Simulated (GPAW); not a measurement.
Here is a GPAW 26.7.0 calculation.

run.py

```python
from ase import Atoms
from ase.dft.bandgap import bandgap
from ase.io import write
from ase.units import GPa
from gpaw import GPAW, PW

atoms = Atoms(['Ba', 'Ti', 'O', 'O', 'O'],
              cell=[[3.9855, 0.0, 0.0],
                    [0.0, 2.8369, 2.84515],
                    [0.0, -2.8369, 2.84515]],
              scaled_positions=[[0.0, 0.0, 0.0],
                                [0.5, 0.5124, 0.5124],
                                [0.5, 0.99184, 0.50524],
                                [0.5, 0.50524, 0.99184],
                                [0.0, 0.4874, 0.4874]],
              pbc=True)

calc = GPAW(mode=PW(800),
            xc='PBE',
            kpts={'size': (5, 5, 5), 'gamma': True},
            occupations={'name': 'fermi-dirac', 'width': 0.05},
            nbands=36,
            convergence={'density': 1e-05, 'energy': 1e-05},
            maxiter=150,
            txt='gpaw.txt')
atoms.calc = calc
energy = atoms.get_potential_energy()
forces = atoms.get_forces()
stress = atoms.get_stress()
calc.write('gs.gpw')
write('result.traj', atoms)
print(f'Energy: {energy:.6f} eV')
print('Forces (eV/A):')
print(forces.round(4))
print('Stress (GPa):', (stress / GPa).round(3))
print('Fermi level:', round(calc.get_fermi_level(), 4), 'eV')
print(f'Gap: {bandgap(calc)[0]:.4f} eV, direct: {bandgap(calc, direct=True)[0]:.4f} eV')
```

Potentials or basis: GPAW PAW data sets (gpaw-data 1.2.1), pw.

The run is started by

```sh
$ OMP_NUM_THREADS=1 python run.py
```

**Question.** What does it give for the pressure?

**Answer.** 3.6 GPa.

**Question.** Predict the largest force.

**Answer.** 0.252 eV/Å.

**Question.** What does it give for the band gap on the k mesh?

**Answer.** 2.02 eV, indirect (least direct gap 2.08 eV).

Stress tensor (GPa, compression positive):
```
3.76 0.00 0.00
0.00 3.91 0.00
0.00 0.00 3.27
```

Caveat: spin-orbit coupling is left out, which moves the levels of the heavy elements; an odd mesh through Γ misses points on the zone boundary, where band edges often lie.
